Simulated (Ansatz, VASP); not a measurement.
Two plane-wave programs on CsPbBr3

The input INCAR:

```
ALGO = Normal ; EDIFF = 1E-6
ENCUT = 520 ; GGA = PS
ISIF = 2 ; ISMEAR = 0
LASPH = True ; LCHARG = False
LREAL = False ; LWAVE = False
NBANDS = 30 ; NELM = 100
PREC = Accurate ; SIGMA = 0.05
```

The input KPOINTS:

```
k-points
0
Gamma
  6 6 6
```

File POSCAR:

```
CsPbBr3
1.0
    5.9438342180     -0.6360560602     -0.6360560602
   -0.6360560602      5.9438342180     -0.6360560602
   -0.6360560602     -0.6360560602      5.9438342180
Cs Pb Br
1 1 3
Direct
    0.0000000000      0.0000000000      0.0000000000
    0.5000000000      0.5000000000      0.5000000000
    0.0000000000      0.5000000000      0.5000000000
    0.5000000000      0.0000000000      0.5000000000
    0.5000000000      0.5000000000      0.0000000000
```

Input for Ansatz:

```yaml
crystal:
  lattice:
    - [5.943834218, -0.6360560602, -0.6360560602]
    - [-0.6360560602, 5.943834218, -0.6360560602]
    - [-0.6360560602, -0.6360560602, 5.943834218]
  atoms:
    - { symbol: Cs, position: [0.0, 0.0, 0.0] }
    - { symbol: Pb, position: [0.5, 0.5, 0.5] }
    - { symbol: Br, position: [0.0, 0.5, 0.5] }
    - { symbol: Br, position: [0.5, 0.0, 0.5] }
    - { symbol: Br, position: [0.5, 0.5, 0.0] }
basis:
  ecutwfc: 420
kpoints:
  mp_grid: { grid: [6, 6, 6] }
hamiltonian:
  xc: pbesol
scf:
  occupations: { method: gaussian, width: 0.05 }
output:
  forces: true
  stress: true
  eigenvalues: true
```

Alike in both runs: task single point; functional PBEsol; k mesh 6 × 6 × 6; occupations gaussian, width 0.05 eV; no spin polarisation.

```csv
,VASP,Ansatz
version,VASP 6.6.1,Ansatz 0.2.0
potentials or method,"VASP PAW PBE potentials, release 64 (Cs_sv, Pb_d, Br)","scalar-relativistic, plane waves, PAW"
plane-wave cutoff (eV),520,420
valence electrons in the cell,44,44
```

```csv
,VASP,Ansatz,Ansatz less VASP
gap on the k mesh at the Fermi level (eV),0.91,0.91,+0.002
least direct gap on the mesh (eV),0.91,0.91,+0.002
pressure (GPa),-0.5,-0.5,-0.01
largest component of the traceless stress (GPa),1.21,1.21,-0.004
```

Caveats: the PAW data sets were made with another functional, which shifts forces and pressure a little (VASP); spin-orbit coupling is left out, which as a rule narrows the gap of such compounds by several tenths of an eV. A k mesh can miss the band edges. As with any semilocal functional, this PBEsol gap is likely too small.
